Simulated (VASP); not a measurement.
Wanted: the native input for a VASP 6.6.1 run.

```yaml
Task: single point
Functional: LDA
Potentials_or_basis: VASP PAW LDA potentials, release 64 (Na_pv, H)
Cutoff: 520 eV
k_mesh: 8 × 8 × 8
Occupations: gaussian, width 0.02 eV
Spin: no spin polarisation
Dipole_correction: no
Further_INCAR_settings: ALGO = Normal; EDIFF = 1e-07; NBANDS = 11
```

The structure of NaH lies in POSCAR:

```
NaH
1.0
    0.0000000000      2.3442546650      2.3442546650
    2.3442546650      0.0000000000      2.3442546650
    2.3442546650      2.3442546650      0.0000000000
Na H
1 1
Direct
    0.0000000000      0.0000000000      0.0000000000
    0.5000000000      0.5000000000      0.5000000000
```

The cell isn't the ideal one: relaxed again under DFT LDA, scalar-relativistic, plane waves, PAW.

One way to write it, as run:

INCAR

```
PREC = Accurate ; ENCUT = 520
EDIFF = 1E-7 ; ISMEAR = 0
SIGMA = 0.02 ; LREAL = False
LASPH = True ; NELM = 80
ALGO = Normal ; ISIF = 2
LWAVE = False ; LCHARG = False
NBANDS = 11
```

KPOINTS

```
Automatic mesh
0
Gamma
  8 8 8
```

Potentials or basis: VASP PAW LDA potentials, release 64 (Na_pv, H).

Launch:

```bash
$ cat potpaw_LDA.64/Na_pv/POTCAR potpaw_LDA.64/H/POTCAR > POTCAR
$ mpirun -np 1 vasp_std > vasp.out
```

Results of the run:

* Pressure: 0.0 GPa
* Band gap on the k mesh: 3.55 eV, indirect (least direct gap 4.51 eV)

Wall time 6.5 s on 1 thread of Intel(R) Xeon(R) Platinum 8488C (Sapphire Rapids), with other jobs on the host, peak memory 0.13 GiB.
